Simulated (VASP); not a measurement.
# GaAs (F-43m) in VASP: notebook, part 2 of 2

VASP 6.6.1. Earlier steps stand in the parts before.

### 3 G0W0 quasiparticle levels, PBE

Contents of POSCAR:

```
GaAs
1.0
    0.0000000000      2.8268500000      2.8268500000
    2.8268500000      0.0000000000      2.8268500000
    2.8268500000      2.8268500000      0.0000000000
As Ga
1 1
Direct
    0.7500000000      0.7500000000      0.7500000000
    0.0000000000      0.0000000000      0.0000000000
```

Contents of INCAR.step1:

```
SYSTEM = GaAs
PREC = Accurate
ENCUT = 450
EDIFF = 1E-8
ISMEAR = 0
SIGMA = 0.01
LREAL = .FALSE.
LASPH = .TRUE.
NELM = 60
ALGO = Fast
LWAVE = .TRUE.
LCHARG = .FALSE.
GGA = PE
```

Contents of INCAR.step2:

```
SYSTEM = GaAs
PREC = Accurate
ENCUT = 450
EDIFF = 1E-8
ISMEAR = 0
SIGMA = 0.01
LREAL = .FALSE.
LASPH = .TRUE.
NELM = 1
ALGO = Exact
LWAVE = .TRUE.
LCHARG = .FALSE.
GGA = PE
NBANDS = 189
LOPTICS = .TRUE.
ISTART = 1
```

Contents of INCAR.step3:

```
SYSTEM = GaAs
PREC = Accurate
ENCUT = 450
EDIFF = 1E-8
ISMEAR = 0
SIGMA = 0.01
LREAL = .FALSE.
LASPH = .TRUE.
ALGO = EVGW0
LWAVE = .FALSE.
LCHARG = .FALSE.
GGA = PE
NELMGW = 1
NBANDS = 189
ENCUTGW = 150
NOMEGA = 48
PRECFOCK = Fast
ISTART = 1
NBANDSGW = 17
```

Contents of KPOINTS:

```
Automatic mesh
0
G
  3 3 3
  0 0 0
```

Potentials or basis: VASP PAW PBE potentials, release 64 (As_GW, Ga_d_GW).

Launch:

```console
$ cat potpaw_PBE.64/As_GW/POTCAR potpaw_PBE.64/Ga_d_GW/POTCAR > POTCAR
$ cp INCAR.step1 INCAR
$ mpirun -np 1 vasp_std > vasp.out
$ cp INCAR.step2 INCAR
$ mpirun -np 1 vasp_std > vasp.out
$ cp INCAR.step3 INCAR
$ mpirun -np 1 vasp_std > vasp.out
```

OUTCAR:

```text
SYSTEM = GaAs
   PREC = Accurate
   ENCUT = 450
   EDIFF = 1E-8
   ISMEAR = 0
   LREAL = .FALSE.
   LASPH = .TRUE.
   GGA = PE
   NELMGW = 1
   ENCUTGW = 150
   PRECFOCK = Fast
   ISTART = 1

 Found      4 irreducible k-points:

 Following reciprocal coordinates:
            Coordinates               Weight
  0.000000  0.000000  0.000000      1.000000
  0.333333  0.000000  0.000000      8.000000
  0.333333  0.333333  0.000000      6.000000
 -0.333333  0.333333  0.000000     12.000000
   k-points           NKPTS =      4   k-points in BZ     NKDIM =     27   number of bands    NBANDS=    189
   number of dos      NEDOS =    301   number of ions     NIONS =      2
   total plane-waves  NPLWV =  21952
   dimension x,y,z NGX =    28 NGY =   28 NGZ =   28
   dimension x,y,z NGXF=    56 NGYF=   56 NGZF=   56
   ions per type =               1   1
   NGX,Y,Z   is equivalent  to a cutoff of  11.64, 11.64, 11.64 a.u.
   NGXF,Y,Z  is equivalent  to a cutoff of  23.29, 23.29, 23.29 a.u.
 SYSTEM =  GaAs
   PREC   = accura    normal or accurate (medium, high low for compatibility)
   ISTART =      1    job   : 0-new  1-cont  2-samecut
   ICHARG =      0    charge: 1-file 2-atom 10-const
   ISPIN  =      1    spin polarized calculation?
[... 31 lines left out ...]
   LHFCALC =     T    Hartree Fock is set to
   PRECFOCK=fast      Normal, Fast or Accurate (Low or Medium for compatibility)
   ENCUT4O =  -1.0   cutoff for four orbital integrals eV
   NKREDX  =     1    reduce k-point grid by
   NKREDY  =     1    reduce k-point grid by
   NKREDZ  =     1    reduce k-point grid by
   AEXX    =    1.0000 exact exchange contribution
   HFSCREEN=    0.0000 screening length (either q_TF or 0.3 A-1)
   HFSCREENC=   0.0000 screening length for correlation (either q_TF or 0.3 A-1)
   ENCUTFOCK=  -1.0 apply spherical cutoff to Coloumb kernel
   IVDW    =     0    specifies the selected vdW correction
   LEPSILON=     F    determine dielectric tensor
   LRPA    =     F    only Hartree local field effects (RPA)
   LRPAFORCE           =     F    calculate RPA forces
   ENCUTGW             = 150.0    cutoff for response function in eV
   ENCUTGWSOFT         = 120.0    soft cutoff for Coulomb kernel in GW response function in eV
   ENCUTLF             =  -1.0    cutoff for local field effects
   NELMGW              =     1    number of iterations in solving QP/BSE equation
   NELMHF              =     1    number of iterations in the inner HF iteration
   NKREDLFX            =     1    NKREDLFY  =   1   NKREDLFZ  =   1
 non-spin polarized calculation
 Gauss-broadening in eV      SIGMA  =   0.01
  energy-cutoff  :      450.00
  volume of cell :       45.18
 maximum number of plane-waves:      1002
  NGX = 16; NGY = 16; NGZ = 16
   NGX = 13   NGY = 13   NGZ = 13
 maximum number of plane-waves:       194

 QP shifts <psi_nk| G(iteration)W_0 |psi_nk>: iteration 1
 for sc-GW calculations column KS-energies equals QP-energies in previous step
 and V_xc(KS)=  KS-energies - (<T + V_ion + V_H > + <T+V_H+V_ion>^1  + <V_x>^1)

 k-point   1 :       0.0000    0.0000    0.0000
  band No.  KS-energies  QP-energies   sigma(KS)   V_xc(KS)     V^pw_x(r,r')   Z            occupation Imag(sigma)

      1     -10.9652     -13.2104     -24.9961     -21.7129     -35.0607       0.6838       2.0000       0.3082
      2     -10.9652     -13.2104     -24.9961     -21.7129     -35.0607       0.6838       2.0000       0.3082
      3     -10.9652     -13.2104     -24.9961     -21.7129     -35.0607       0.6838       2.0000       0.3082
      4     -10.8897     -13.1515     -25.1151     -21.8097     -35.1532       0.6843       2.0000       0.2742
      5     -10.8897     -13.1515     -25.1151     -21.8097     -35.1532       0.6843       2.0000       0.2742
      6      -8.7613      -9.3114     -11.9126     -11.1300     -18.0691       0.7029       2.0000       1.1122
[... 59 lines left out ...]
      3     -10.9284     -13.1910     -25.0803     -21.7908     -35.1572       0.6878       2.0000       0.3030
      4     -10.8975     -13.1549     -25.0905     -21.7897     -35.1296       0.6839       2.0000       0.2744
      5     -10.8864     -13.1531     -25.1149     -21.8146     -35.1595       0.6868       2.0000       0.2723
      6      -6.4238      -6.9476     -13.0556     -12.3079     -18.5480       0.7004       2.0000       0.7490
[... 9 lines left out ...]
     16      18.2111      18.0866      -9.1111      -8.9499      -2.7256       0.7721       0.0000      -0.6736
     17      18.6244      18.4161      -8.5336      -8.2679      -2.3578       0.7840       0.0000      -0.6774
```

OUTCAR.step2:

```text
SYSTEM = GaAs
   PREC = Accurate
   ENCUT = 450
   EDIFF = 1E-8
[... 538 lines left out ...]
  --------------------------------------------------------------------------------------------------------------
     0.00000   248.22973   248.22973   248.22973    -0.00000    -0.00000    -0.00000
     1.90641   100.47672   100.47672   100.47672    -0.00000    -0.00000    -0.00000
     3.81283    -0.00939    -0.00939    -0.00939    -0.00000    -0.00000    -0.00000
     5.71924   -33.08435   -33.08435   -33.08435     0.00000     0.00000     0.00000
     7.62565    -6.52662    -6.52662    -6.52662     0.00000     0.00000     0.00000
     9.53206    -2.43463    -2.43463    -2.43463     0.00000     0.00000     0.00000
[... 92 lines left out ...]
   186.82843     0.98129     0.98129     0.98129     0.00000     0.00000     0.00000
   188.73484     0.98171     0.98171     0.98171     0.00000     0.00000     0.00000
```

It took 92 s on 1 thread of Intel Xeon Platinum 8259CL at 2.50GHz (Skylake/Cascade Lake), shared host; peak memory 0.28 GiB.

These settings aren't checked as converged: the numbers below hold their error.

What came out:

```
Band gap on the k mesh, mean-field level : 0.49 eV, direct
Quasiparticle gap                        : 1.44 eV
Least direct quasiparticle gap           : 1.44 eV
```

Caveat: the k mesh is coarse (spacing up to 0.64 Å⁻¹), so the values aren't converged; the cutoff is under 1.25 times the usual one of these potentials, so pressure, stress and relaxed cells hold a basis-set (Pulay) error; bands, screening cutoff and mesh are small and nothing is extrapolated, so the quasiparticle values aren't converged.

### 4 G0W0 quasiparticle levels, PBE

POSCAR is that of step 3.

INCAR.step1 is that of step 3.

Changes to INCAR.step2 since step 3:

```diff
@@ -13,3 +13,3 @@
 GGA = PE
-NBANDS = 189
+NBANDS = 280
 LOPTICS = .TRUE.
```

Changes to INCAR.step3 since step 3:

```diff
@@ -13,3 +13,3 @@
 NELMGW = 1
-NBANDS = 189
+NBANDS = 280
 ENCUTGW = 150
```

KPOINTS is that of step 3.

Potentials or basis: VASP PAW PBE potentials, release 64 (As_GW, Ga_d_GW).

Launch:

```console
$ cat potpaw_PBE.64/As_GW/POTCAR potpaw_PBE.64/Ga_d_GW/POTCAR > POTCAR
$ cp INCAR.step1 INCAR
$ mpirun -np 1 vasp_std > vasp.out
$ cp INCAR.step2 INCAR
$ mpirun -np 1 vasp_std > vasp.out
$ cp INCAR.step3 INCAR
$ mpirun -np 1 vasp_std > vasp.out
```

OUTCAR:

```text
SYSTEM = GaAs
   PREC = Accurate
   ENCUT = 450
   EDIFF = 1E-8
   ISMEAR = 0
   LREAL = .FALSE.
   LASPH = .TRUE.
   GGA = PE
   NELMGW = 1
   ENCUTGW = 150
   PRECFOCK = Fast
   ISTART = 1

 Found      4 irreducible k-points:

 Following reciprocal coordinates:
            Coordinates               Weight
  0.000000  0.000000  0.000000      1.000000
  0.333333  0.000000  0.000000      8.000000
  0.333333  0.333333  0.000000      6.000000
 -0.333333  0.333333  0.000000     12.000000
   k-points           NKPTS =      4   k-points in BZ     NKDIM =     27   number of bands    NBANDS=    280
   number of dos      NEDOS =    301   number of ions     NIONS =      2
[... 58 lines left out ...]
   ENCUTLF             =  -1.0    cutoff for local field effects
   NELMGW              =     1    number of iterations in solving QP/BSE equation
   NELMHF              =     1    number of iterations in the inner HF iteration
   NKREDLFX            =     1    NKREDLFY  =   1   NKREDLFZ  =   1
 non-spin polarized calculation
 Gauss-broadening in eV      SIGMA  =   0.01
  energy-cutoff  :      450.00
  volume of cell :       45.18
 maximum number of plane-waves:      1002
  NGX = 16; NGY = 16; NGZ = 16
   NGX = 13   NGY = 13   NGZ = 13
 maximum number of plane-waves:       194

 QP shifts <psi_nk| G(iteration)W_0 |psi_nk>: iteration 1
 for sc-GW calculations column KS-energies equals QP-energies in previous step
 and V_xc(KS)=  KS-energies - (<T + V_ion + V_H > + <T+V_H+V_ion>^1  + <V_x>^1)

 k-point   1 :       0.0000    0.0000    0.0000
  band No.  KS-energies  QP-energies   sigma(KS)   V_xc(KS)     V^pw_x(r,r')   Z            occupation Imag(sigma)

      1     -10.9652     -13.2243     -25.0162     -21.7129     -35.0607       0.6839       2.0000       0.2442
      2     -10.9652     -13.2243     -25.0162     -21.7129     -35.0607       0.6839       2.0000       0.2442
      3     -10.9652     -13.2243     -25.0162     -21.7129     -35.0607       0.6839       2.0000       0.2442
      4     -10.8897     -13.1649     -25.1342     -21.8097     -35.1532       0.6844       2.0000       0.2126
      5     -10.8897     -13.1649     -25.1342     -21.8097     -35.1532       0.6844       2.0000       0.2126
      6      -8.7613      -9.3287     -11.9375     -11.1300     -18.0691       0.7027       2.0000       1.0757
[... 59 lines left out ...]
      3     -10.9284     -13.2051     -25.1004     -21.7908     -35.1572       0.6879       2.0000       0.2384
      4     -10.8975     -13.1683     -25.1096     -21.7897     -35.1296       0.6840       2.0000       0.2128
      5     -10.8864     -13.1665     -25.1340     -21.8146     -35.1595       0.6869       2.0000       0.2106
      6      -6.4238      -6.9656     -13.0811     -12.3079     -18.5480       0.7007       2.0000       0.7070
[... 9 lines left out ...]
     16      18.2111      18.0512      -9.1567      -8.9499      -2.7256       0.7730       0.0000      -0.7078
     17      18.6244      18.3869      -8.5709      -8.2679      -2.3578       0.7839       0.0000      -0.7075
```

It took 1.7 min on 1 thread of Intel Xeon Platinum 8259CL at 2.50GHz (Skylake/Cascade Lake), shared host; peak memory 0.31 GiB.

The run converged, but some of its settings lie outside the range that counts as converged, so its numbers aren't taken as properties of the crystal.

Results:

```yaml
Band_gap_on_the_k_mesh_mean-field_level: 0.49 eV, direct
Quasiparticle_gap: 1.43 eV
Least_direct_quasiparticle_gap: 1.43 eV
```

Caveat: the k mesh is coarse (spacing up to 0.64 Å⁻¹), so the values aren't converged; the cutoff is under 1.25 times the usual one of these potentials, so pressure, stress and relaxed cells hold a basis-set (Pulay) error; bands, screening cutoff and mesh are small and nothing is extrapolated, so the quasiparticle values aren't converged.

### 5 For comparison

An earlier run on the cell as given: functional PBEsol; potentials or basis VASP PAW PBE potentials, release 64 (As, Ga_d); cutoff 520 eV; k mesh 8 × 8 × 8; occupations fermi-dirac, width 0.05 eV; no spin polarisation.

- Pressure: 0.3 GPa
- Band gap on the k mesh: 0.46 eV, direct
